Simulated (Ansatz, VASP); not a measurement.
Hf in VASP and in Ansatz

```
Hf
1.0
     0.00000    2.29475    2.29475
     2.29475    0.00000    2.29475
     2.29475    2.29475    0.00000
Hf
1
Direct
  0.00000 0.00000 0.00000
```

Alike in both runs: task single point; functional PBEsol; k mesh 14 × 14 × 14; occupations fermi-dirac, width 0.1 eV; no spin polarisation.

```csv
,VASP,Ansatz
version,VASP 6.6.1,Ansatz 0.2.0
potentials or method,"VASP PAW PBE potentials, release 64 (Hf_pv)","plane waves (420 eV) with PAW, scalar-relativistic"
plane-wave cutoff (eV),520,420
valence electrons in the cell,10,26
```

Ansatz gave:

* pressure (GPa): -10.0

Q: Estimate VASP's values.

A: Pressure (GPa): -10.4.

The two sets of potentials don't hold the same shells in valence. Ansatz warned: «pseudo_functional_mismatch».

Caveats: the PAW data sets were made with another functional, which shifts forces and pressure a little (VASP). Spin-orbit coupling is left out, which matters for the levels of Hf.
